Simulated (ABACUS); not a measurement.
Crystal: WS2 (Tungstenite).

```
W S
1.0
     3.18000    0.00000    0.00000
    -1.59000    2.75396    0.00000
     0.00000    0.00000   12.50000
W S
2 4
Direct
  0.66667 0.33333 0.75000
  0.33333 0.66667 0.25000
  0.66667 0.33333 0.37500
  0.33333 0.66667 0.87500
  0.66667 0.33333 0.12500
  0.33333 0.66667 0.62500
```

Program: ABACUS 3.10.1. Alike in all runs: task single point; potentials or basis PseudoDojo NC SR 0.4.1 PBE standard, DZP LCAO (the cutoffs set its grid); no spin polarisation; cell as given; k mesh 7 × 7 × 2; cutoff (eV) 1361; smearing fermi-dirac 0.05 eV.

Problem. Order these runs on this cell by their pressure, lowest first.
A. level PBEsol
B. level SOGGA
C. level revPBE

Solution. B (-1.8 GPa), A (-0.2 GPa), C (5.9 GPa).

Caveats: the atomic orbitals were generated for these runs and aren't a published set; the potentials were made for another functional, which shifts forces and pressure; the basis of atomic orbitals isn't converged, which shifts pressures, moduli and gaps; this functional lacks dispersion, which binds the layers, so the pressure and a relaxed spacing across them are unreliable (some runs).

Runs at the PBE level aren't shown here.
